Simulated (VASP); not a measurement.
# VASP 6.6.1 run: SrO

INCAR

```
ENCUT = 520
GGA = PE
PREC = Accurate
LREAL = .FALSE.
IBRION = -1
ISIF = 2
LMAXMIX = 6
SIGMA = 0.05
LASPH = .TRUE.
LCHARG = .FALSE.
NELM = 87
NSW = 0
ISMEAR = -5
LWAVE = .FALSE.
EDIFF = 1E-7
NBANDS = 15
```

KPOINTS

```
KPOINTS created by Atomic Simulation Environment
0
Gamma
8 8 8
0 0 0
```

POSCAR

```
Sr O
 1.0000000000000000
    -0.1162875676000000    2.5668004512999998    2.5668004512999998
     2.5668004512999998   -0.1162875676000000    2.5668004512999998
     2.5668004512999998    2.5668004512999998   -0.1162875676000000
 Sr  O
   1   1
Cartesian
  0.0000000000000000  0.0000000000000000  0.0000000000000000
  2.5086566674999990  2.5086566674999990  2.5086566674999995
```

The recommended PBE PAW datasets give the neutral cell 16 valence electrons.

Command

```
mpirun -np 1 vasp_std
```

Predict the outcome of this run.

It converged. Results: gap between bands v and c on the k mesh 3.17 eV; least direct gap on the k mesh 3.33 eV; pressure -2.1 GPa. Band v is the last that the valence electrons fill when counted band by band, and c is the next.

OSZICAR

```
N       E                     dE             d eps       ncg     rms          rms(c)
DAV:   1     0.686378739438E+02    0.68638E+02   -0.84049E+03  1950   0.104E+03
DAV:   2    -0.109702359003E+02   -0.79608E+02   -0.73289E+02  2733   0.219E+02
DAV:   3    -0.141492917638E+02   -0.31791E+01   -0.31640E+01  2450   0.396E+01
DAV:   4    -0.142149730063E+02   -0.65681E-01   -0.65673E-01  2543   0.553E+00
DAV:   5    -0.142168218573E+02   -0.18489E-02   -0.18488E-02  2380   0.707E-01    0.150E+01
DAV:   6    -0.121893553413E+02    0.20275E+01   -0.69397E+00  1992   0.191E+01    0.174E+01
DAV:   7    -0.120266754243E+02    0.16268E+00   -0.34912E-01  2230   0.509E+00    0.101E+01
DAV:   8    -0.120150452695E+02    0.11630E-01   -0.12467E-01  2538   0.359E+00    0.361E-01
DAV:   9    -0.120159296679E+02   -0.88440E-03   -0.68583E-03  2343   0.545E-01    0.235E-01
DAV:  10    -0.120163595600E+02   -0.42989E-03   -0.43015E-04  2237   0.203E-01    0.962E-02
DAV:  11    -0.120165375731E+02   -0.17801E-03   -0.19490E-04  2153   0.103E-01    0.314E-02
DAV:  12    -0.120165588737E+02   -0.21301E-04   -0.27945E-05  2161   0.375E-02    0.163E-02
DAV:  13    -0.120165584472E+02    0.42653E-06   -0.10727E-06  2293   0.994E-03    0.350E-03
DAV:  14    -0.120165582926E+02    0.15465E-06   -0.21043E-07  2558   0.341E-03    0.224E-03
DAV:  15    -0.120165582860E+02    0.65693E-08   -0.95288E-09  1178   0.108E-03
   1 F= -.12016558E+02 E0= -.12016558E+02  d E =0.000000E+00
```

For comparison, a separate PBE run of the intended cell, on usual settings and not on those above, gives a gap of 3.17 eV on its mesh and a pressure of -2.1 GPa.
